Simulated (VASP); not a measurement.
# Mg2Ge: single point with PBEsol

Mg2Ge:

```
CELL_PARAMETERS angstrom
0.00000 3.18900 3.18900
3.18900 0.00000 3.18900
3.18900 3.18900 0.00000
ATOMIC_POSITIONS crystal
Ge 0.00000 0.00000 0.00000
Mg 0.75000 0.75000 0.75000
Mg 0.25000 0.25000 0.25000
```

```json
{"Program": "VASP 6.6.1", "Task": "single point", "Functional": "PBEsol", "Potentials or basis": "VASP PAW PBE potentials, release 64 (Ge_d, Mg)", "Cutoff": "520 eV", "k mesh": "7 × 7 × 7", "Occupations": "fermi-dirac, width 0.05 eV", "Spin": "no spin polarisation"}
```

* Pressure: -0.5 GPa
* Band gap on the k mesh: 0.22 eV, indirect (least direct gap 1.00 eV)

Levels at points of the mesh, in eV from the valence-band top:
```csv
k point,band 7,band 8,band 9,band 10,band 11,band 12
"(0.00, 0.00, 0.00)",0.00,0.00,0.00,1.00,2.83,2.83
```

Wall time 13 s on 1 thread of Intel(R) Xeon(R) 6975P-C (Granite Rapids) (shared host), peak memory 0.2 GiB.

Caveat: the PAW data sets were made with another functional, which shifts forces and pressure a little; an odd mesh through Γ misses points on the zone boundary, where band edges often lie. Expect the measured gap to be larger: semilocal functionals such as PBEsol lack the derivative discontinuity.
